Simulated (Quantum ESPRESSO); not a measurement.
## Au in Quantum ESPRESSO: the effect of functional

Crystal: Au.

```
Au
1.0
     0.00000    2.03500    2.03500
     2.03500    0.00000    2.03500
     2.03500    2.03500    0.00000
Au
1
Direct
  0.00000 0.00000 0.00000
```

Alike in all runs:

```yaml
Program: Quantum ESPRESSO 7.5
Task: phonons
Cutoff: 612 eV
Density_cutoff: 4898 eV
k_mesh: 11 × 11 × 11
Occupations: cold, width 0.2 eV
Spin: no spin polarisation
```

Each run relaxes the cell or the atoms first.

Q: One run gave: relaxed volume 18.27 Å³/atom; highest phonon frequency 114 cm⁻¹. Which functional did it use?
A. PBEsol
B. AM05
C. revPBE
D. LDA
E. vdW-DF-cx

A: C.

```csv
functional,potentials or basis,relaxed volume (Å³/atom),highest phonon frequency (cm⁻¹)
LDA,GBRV 1.5 LDA,16.54,139
PBEsol,GBRV 1.5 PBEsol,16.96,133
RPBE,GBRV 1.5 PBE,18.42,112
AM05,GBRV 1.5 PBE,16.94,133
revPBE,GBRV 1.5 PBE,18.27,114
vdW-DF-cx,GBRV 1.5 PBE,17.10,135
```

Caveats: the q point doesn't lie on the k mesh, which can shift a metal's frequencies strongly unless the mesh is converged; the potentials were made for another functional, which shifts forces and pressure (some runs).

Runs at the PBE level aren't shown here.
